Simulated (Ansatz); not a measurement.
KI, CsCl type, relaxed with r2SCAN, was run in Ansatz under altered settings. All numbers are computed, without spin polarisation but where a row says otherwise.

```
K I
1.0
     4.29094    0.00000    0.00000
     0.00000    4.29094    0.00000
     0.00000    0.00000    4.29094
K I
1 1
Direct
  0.00000 0.00000 0.00000
  0.50000 0.50000 0.50000
```

The base run's other keys:
```yaml
kpoints:
  mp_grid: { grid: [4, 4, 4] }
hamiltonian:
  xc: r2scan
scf:
  occupations: { method: fixed }
  n_extra_bands: 4
```

It takes 6 iterations with 2007 plane waves at 500 eV and 10 k points, and leaves a mean stress of +0.07 GPa. The gap over this mesh is 4.039 eV.

Outcomes, with energy and stress as changes against the base:
```tsv
setting	outcome	ΔF (meV/atom)	Δ mean stress (GPa)	gap on the mesh (eV)	iterations
basis.ecutwfc: 900	converged	-1.4	0.00	4.039	6
scf.mixing.beta: 0.05	converged	0.0	0.00	4.039	8
scf.max_iter: 2	not converged	–	–	–	2
kpoints.mp_grid.grid: [1, 1, 8]	converged, warned	+1139	+7.41	4.170	7
scf.max_iter: 5	not converged	–	–	–	5
scf.occupations: gaussian 0.5	converged	0.0	0.00	4.039	6
magnetization.initial_magnetization: 0.5	refused	–	–	–	–
scf.mixing.beta: 1.0	converged	0.0	0.00	4.039	6
scf.mixing.ndim: 30	converged	0.0	0.00	4.039	6
scf.mixing.ndim: 2	converged	0.0	0.00	4.039	6
scf.n_extra_bands: 1	converged	0.0	0.00	4.039	6
hamiltonian.xc: pw91	refused	–	–	–	–
hamiltonian.xc: mr2scan	converged	–	0.00	4.039	6
```
A dash marks a value that wasn't obtained or can't be compared. Stress is positive in compression. Its mean hides that meshes of lower symmetry stress the axes unequally.

- basis.ecutwfc: 900. 4945 plane waves in place of 2007. The free energy moves by -1.4 meV an atom, the mean stress by 0.00 GPa and the gap on the mesh by 0.000 eV (to 4.039). The base cutoff was converged to that degree.
- scf.max_iter: 2. No converged result was reached. It stopped after 2 iterations; the base needs 6. Nothing that it printed is a property of the solid. Error: did not converge after 2 iterations: dr2 = 6.95e-4 (threshold 1.00e-7), under the density mixer `msr1`, which `scf.mixing.algorithm: auto` chose by the deck's other keys (type `scf.mixing.algorithm: msr1` to keep it) […]
- kpoints.mp_grid.grid: [1, 1, 8]. The free energy moves by +1139 meV an atom, the mean stress by +7.41 GPa and the gap on the mesh by +0.131 eV (to 4.170). The mesh breaks the crystal's symmetry, so the stress, and any force that symmetry no longer fixes, lose it too. The gap changes mostly because other points are sampled; a mesh that misses a band edge overestimates it. The mesh is too coarse. Warned: symmetry narrowed by mesh.
- scf.max_iter: 5. No converged result was reached. It stopped after 5 iterations; the base needs 6. Nothing that it printed is a property of the solid. Error: did not converge after 5 iterations: dr2 = 1.14e-6 (threshold 1.00e-7), under the density mixer `msr1`, which `scf.mixing.algorithm: auto` chose by the deck's other keys (type `scf.mixing.algorithm: msr1` to keep it) […]
- magnetization.initial_magnetization: 0.5. The input is refused before any iteration. Error: inconsistent input (scf.occupations.method, magnetization): a σ = 0 step fill (method: fixed, or a smearing width below the step floor) with no hard lock on the total moment puts the same N_el/2 bands in each spin channel, which gives a total moment of zero, but the starting moments sum to +0.5000 μB […]
- hamiltonian.xc: pw91. The input is refused before any iteration. Error: YAML parse error: line 12 column 7: hamiltonian.xc: unknown variant `pw91`, expected one of […]

Within 1 meV an atom, 0.1 GPa and 0.005 eV of the base stay: scf.mixing.beta: 0.05; scf.occupations: gaussian 0.5; scf.mixing.beta: 1.0; scf.mixing.ndim: 30; scf.mixing.ndim: 2; scf.n_extra_bands: 1.

Spin-orbit coupling is left out, which matters wherever the heavy atoms make up the band edges.
